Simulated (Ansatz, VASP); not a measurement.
AgCl: VASP beside Ansatz

```
CELL_PARAMETERS angstrom
0.00000 2.77315 2.77315
2.77315 0.00000 2.77315
2.77315 2.77315 0.00000
ATOMIC_POSITIONS crystal
Ag 0.50000 0.50000 0.50000
Cl 0.00000 0.00000 0.00000
```

Alike in both runs: task electric field gradients; functional PBEsol; k mesh 9 × 9 × 9; occupations fermi-dirac, width 0.01 eV; no spin polarisation.

|  | VASP | Ansatz |
| --- | --- | --- |
| version | VASP 6.6.1 | Ansatz 0.2.0 |
| potentials or method | VASP PAW PBE potentials, release 64 (Ag, Cl) | PAW with Ansatz's default frozen-core files, scalar-relativistic |
| plane-wave cutoff (eV) | 520 | 420 |
| valence electrons in the cell | 18 | 26 |

|  | VASP | Ansatz | Ansatz less VASP |
| --- | --- | --- | --- |
| gap on the k mesh at the Fermi level (eV) | 0.78 | 0.78 | +0.002 |
| pressure (GPa) | -2.7 | -2.6 | +0.10 |
| Vzz of the field gradient on the site that differs most (V/Å²) | 0.0 | 0.0 | 0.00 |

With one functional, cell and mesh, what is left measures potentials, basis and numerics. The two sets of potentials don't hold the same shells in valence. Ansatz warned: «gradients_without_spin_orbit».

Caveats: the PAW data sets were made with another functional, which shifts forces and pressure a little (VASP); an odd mesh through Γ misses points on the zone boundary, where band edges often lie.
